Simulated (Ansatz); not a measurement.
System: rock-salt LiI. Method: G0W0@HSE06 in Ansatz (hard PAW, contour deformation, complete-basis limit).

Settings: largest k mesh 8×8×8 (not extrapolated in the mesh).

Cell (measured lattice):

```cif
data_ILi
_chemical_formula_sum 'Li1 I1'
_space_group_name_H-M_alt 'P 1'
_space_group_IT_number 1
_cell_length_a 4.24971
_cell_length_b 4.24971
_cell_length_c 4.24971
_cell_angle_alpha 60.000
_cell_angle_beta 60.000
_cell_angle_gamma 60.000
loop_
_space_group_symop_operation_xyz
  'x, y, z'
loop_
_atom_site_label
_atom_site_type_symbol
_atom_site_fract_x
_atom_site_fract_y
_atom_site_fract_z
_atom_site_occupancy
Li1 Li 0.00000 0.00000 0.00000 1
I1 I 0.50000 0.50000 0.50000 1
```

Q: Give the computed band gap.

A: 
- band gap = 6.44 eV

Measured, for comparison: band gap 6.4 eV (temperature not stated, not corrected to a static lattice, our sources range from 6.10 to 6.40; as tabulated in Aguado et al. (1998), arXiv:cond-mat/9809176).

Note: GW on a hybrid start was not checked against another program; cell and atoms aren't relaxed at this level; the gap holds a correction of +0.05 eV to the complete basis.

Spin–orbit coupling is not included; with these elements it can move the gap by several tenths of an eV or more.

Ansatz is an electronic-structure program.
